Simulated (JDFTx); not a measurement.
Write the native input for JDFTx 1.7.0 (patched build) that does the following.

- Task: single point
- Functional: LDA
- Potentials or basis: PseudoDojo-SR-LDA-0.4.1-standard with smoothed tails
- Cutoff: 952 eV
- Density cutoff: 7619 eV
- k mesh: 8 × 8 × 8
- Occupations: fermi-dirac, width 0.05 eV
- Spin: no spin polarisation
- Local potential set to -Z/r beyond: 6 bohr
- Bands: 15
- Density cutoff over wavefunction cutoff: 8
- Max SCF steps: 100
- SCF threshold on the energy: 1e-09 Ha
- Solver of the electrons: scf
- Further solve for the empty bands: yes

Crystal: InP.

```xyz
2
Lattice="0.0000 2.9305 2.9305 2.9305 0.0000 2.9305 2.9305 2.9305 0.0000" Properties=species:S:1:pos:R:3 pbc="T T T"
In    0.0000    0.0000    0.0000
P     4.3957    4.3957    4.3957
```

The input as run:

InP.in

```
lattice \
    0.0000000000     5.5378424082     5.5378424082 \
    5.5378424082     0.0000000000     5.5378424082 \
    5.5378424082     5.5378424082     0.0000000000
coords-type Cartesian
ion In     0.0000000000     0.0000000000     0.0000000000 1
ion P      8.3067636123     8.3067636123     8.3067636123 1

ion-species pseudo/In.upf
ion-species pseudo/P.upf
elec-cutoff 35 280
elec-ex-corr lda-PW
kpoint-folding 8 8 8
elec-smearing Fermi 0.0018374661
elec-n-bands 15
electronic-SCF nIterations 100 energyDiffThreshold 1e-09
electronic-minimize nIterations 30 energyDiffThreshold 1e-7
converge-empty-states yes
forces-output-coords Cartesian

dump-name run.$VAR
dump End Ecomponents EigStats BandEigs Kpoints Forces Stress ElecDensity Dtot KEdensity
```

Potentials or basis: PseudoDojo-SR-LDA-0.4.1-standard with smoothed tails.

Command:

```sh
$ jdftx -c 1 -i InP.in -o InP.out
```

Results of the run:

```json
{
  "Pressure": "-1.3 GPa",
  "Band gap on the k mesh": "0.49 eV, direct",
  "Loewdin charges": "In +0.27; P -0.23 e"
}
```

Caveat: the empty levels aren't tightly converged; spin-orbit coupling is left out, which moves the levels of the heavy elements.

Run time: 2.3 min on 1 thread of Arm Neoverse V1, with other jobs on the host, peak memory 0.13 GiB.
